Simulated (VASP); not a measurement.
Input of a VASP 6.6.1 run:

INCAR

```
SYSTEM = SrO
PREC = Accurate
ENCUT = 520
EDIFF = 1E-6
ISMEAR = 0
SIGMA = 0.02
LREAL = .False.
LASPH = .True.
NELM = 100
ALGO = Normal
ISIF = 2
LWAVE = .False.
LCHARG = .True.
GGA = PS
LELF = .True.
LVHAR = .True.
NBANDS = 24
```

File KPOINTS:

```
Automatic mesh
0
Gamma
  9 9 6
  0 0 0
```

File POSCAR:

```
SrO
1.0
    4.1146232247      0.0000000000      0.0000000000
   -2.0573116123      3.5633682395      0.0000000000
    0.0000000000      0.0000000000      5.0389754313
Sr O
2 2
Direct
    0.3333333300      0.6666666700      0.9575241034
    0.6666666700      0.3333333300      0.4575241034
    0.3333333300      0.6666666700      0.4174758966
    0.6666666700      0.3333333300      0.9174758966
```

Potentials or basis: VASP PAW PBE potentials, release 64 (Sr_sv, O).

Command:

```console
$ cat potpaw_PBE.64/Sr_sv/POTCAR potpaw_PBE.64/O/POTCAR > POTCAR
$ mpirun -np 1 vasp_std > vasp.out
```

Problem. What does it give for the largest force?

Solution. 0.735 eV/Å.

Problem. Predict the band gap on the k mesh.

Solution. 2.95 eV, direct.

Problem. Estimate the pressure.

Solution. 8.3 GPa.

Stress tensor (GPa, compression positive):
```
 7.00  0.00  0.00
 0.00  7.00  0.00
 0.00  0.00 10.91
```

Caveat: the PAW data sets were made with another functional, which shifts forces and pressure a little; an odd mesh through Γ misses points on the zone boundary, where band edges often lie.
